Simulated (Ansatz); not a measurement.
# HfC: the cost of one run

Program: Ansatz 0.2.0, driven from Python. Level of theory: DFT PBE, plane waves, PAW. These are calculated values, not measurements.

### 1 The structure

The structure is cubic, space group Fm-3m (No. 225). Conventional cell: a = 4.650 Å, b = 4.650 Å, c = 4.650 Å, α = 90.00°, β = 90.00°, γ = 90.00°. Hf (site symmetry m-3m) has 6 C at 2.33 Å as nearest neighbours. C (site symmetry m-3m) has 6 Hf at 2.33 Å as nearest neighbours.

No structure file is read: the coordinates are typed or built in the script.

### 2 Script

vcrelax_hfc.py

```python
# -*- coding: utf-8 -*-
'''Variable-cell relaxation of HfC.'''

from pathlib import Path

import ansatz as az
from ase.data import atomic_numbers
import matplotlib.pyplot as plt
import numpy as np
from pymatgen.core import Lattice, Structure
from pymatgen.io.ase import AseAtomsAdaptor
import spglib

def edges_and_angles(cell):
    cell = np.asarray(cell)
    a, b, c = np.linalg.norm(cell, axis=1)
    cosines = cell[1] @ cell[2] / (b * c), cell[0] @ cell[2] / (a * c), cell[0] @ cell[1] / (a * b)
    return (a, b, c, *np.degrees(np.arccos(cosines)))

pmg_structure = Structure(
    Lattice([[0.0, 2.325, 2.325], [2.325, 0.0, 2.325], [2.325, 2.325, 0.0]]),
    ['Hf', 'C'],
    [
        [0.5, 0.5, 0.5],
        [0.0, 0.0, 0.0],
    ],
)
system = az.Crystal.from_ase(AseAtomsAdaptor.get_atoms(pmg_structure))

# part of the cell is held
calc = (
    system.calculation()
    .kpoints(10)
    .occupations(az.OccupationsMethod.GAUSSIAN, width=50 * az.meV)
    .scf(tolerance=1e-09)
    .relax(max_steps=40, fix_cell=['a', 'angles'], stress_tolerance=0.05)
    .density()
    .potential()
    .electron_localization_function()
    .output_files(volumetric_format='npy')
    .band_table()
)
steps = []


def collect(event):
    if event['event'] == 'relax_step':
        steps.append(event['data'])


outcome = calc.session().plan().execute(on_event=collect)
data = outcome.report
for s in steps:
    flag = '' if s['accepted'] else '  (rejected)'
    print('step %2d  E = %.5f eV  largest force component = %.4f eV/A%s' % (s['step'], s['lagrangian_ev'], s['allowed_force_max_ev_ang'], flag))

first, last = steps[0], steps[-1]
symbols = [site.symbol for site in outcome.lattice.sites]
print(f'energy gained {first["lagrangian_ev"] - last["lagrangian_ev"]:.4f} eV in {len(steps) - 1} steps')
for label, vectors in (('before', first['cell_ang']), ('after', outcome.lattice.cell_ang)):
    print(label, 'a b c (A) {:.4f} {:.4f} {:.4f}  angles {:.2f} {:.2f} {:.2f}'.format(*edges_and_angles(vectors)), f' V = {abs(np.linalg.det(vectors)):.3f} A^3')
print('final stress xx yy zz (GPa, compression positive):', np.round(np.diag(data['stress_gpa']), 3) + 0.0)

fractions = [site.position_frac for site in outcome.lattice.sites]
numbers = [atomic_numbers[s] for s in symbols]
for tolerance in (1e-3, 1e-2, 1e-1):
    print(f'space group at {tolerance} A:', spglib.get_spacegroup((outcome.lattice.cell_ang, fractions, numbers), symprec=tolerance))

change = np.array(last['positions_ang']) @ np.linalg.inv(last['cell_ang']) - np.array(first['positions_ang']) @ np.linalg.inv(first['cell_ang'])
moved = np.linalg.norm(change @ np.array(last['cell_ang']), axis=1)
print('displacement within the cell, strain taken out (A):', ' '.join(f'{s}:{d:.3f}' for s, d in zip(symbols, moved)))

fig, (top, bottom) = plt.subplots(2, 1, sharex=True, figsize=(4.5, 4))
top.plot([s['lagrangian_ev'] - last['lagrangian_ev'] for s in steps], 'o-')
top.set_ylabel('E - E(final) (eV)')
bottom.semilogy([max(s['allowed_force_max_ev_ang'], 1e-6) for s in steps], 's-')
bottom.set(xlabel='step', ylabel='largest force (eV/A)')
fig.tight_layout()
fig.savefig('relax.png', dpi=100)

n_atoms = len(data['lattice']['sites'])
print('F =', round(data['free_energy_ev'], 4), 'eV for', n_atoms, 'atoms')
print('E(sigma -> 0) =', round(data['energy_sigma0_ev'], 4), 'eV, TS =', round(data['entropy_ts_ev'], 5), 'eV')
print('closed by', data['closed_by'], 'after', data['n_iterations'], 'iterations')

folder = Path(outcome.write_results('fields'))
print('densities in e/A^3, potentials in eV, ELF without unit')
for name in sorted(p.name for p in folder.glob('*.npy')):
    field = np.load(folder / name)
    print(f'{name:16s} {str(field.shape):16s} min {field.min():10.4f}  mean {field.mean():10.4f}  max {field.max():10.4f}')

table = np.array(data['eigenvalues_ev']) - data['fermi_energy_ev']
filling = np.array(data['occupations'])
weights = np.tile(data['kweights'], len(table) // len(data['kweights']))
print('band   lowest  highest (eV from E_F)  electrons')
for band in range(table.shape[1]):
    if table[:, band].max() > -12:
        print(f'{band + 1:4d} {table[:, band].min():8.3f} {table[:, band].max():8.3f} {weights @ filling[:, band]:18.4f}')
print('electrons counted from the table:', round(float(weights @ filling.sum(axis=1)), 5))
```

### 3 The input behind the calls

The engine receives this input:

```yaml
crystal:
  lattice:
    - [0.0, 2.325, 2.325]
    - [2.325, 0.0, 2.325]
    - [2.325, 2.325, 0.0]
  atoms:
    - { symbol: Hf, position: [0.5, 0.5, 0.5] }
    - { symbol: C, position: [0.0, 0.0, 0.0] }
kpoints:
  mp_grid:
    grid: [10, 10, 10]
scf:
  convergence:
    dr2_threshold: 1.0e-09
  occupations:
    method: gaussian
    width: 0.05
relax:
  max_steps: 40
  cell:
    stress_tol: 0.05
    fix: [a, angles]
output:
  write_density: true
  write_potential: true
  volumetric_format: npy
  elf: true
  eigenvalues: true
```

### 4 The run

On the command line:

```bash
python vcrelax_hfc.py
```

**Question.** How long does this script take on 1 thread of Arm Neoverse V1, shared host, and how much memory does it need?

About 41 s, with a peak of 0.59 GiB.
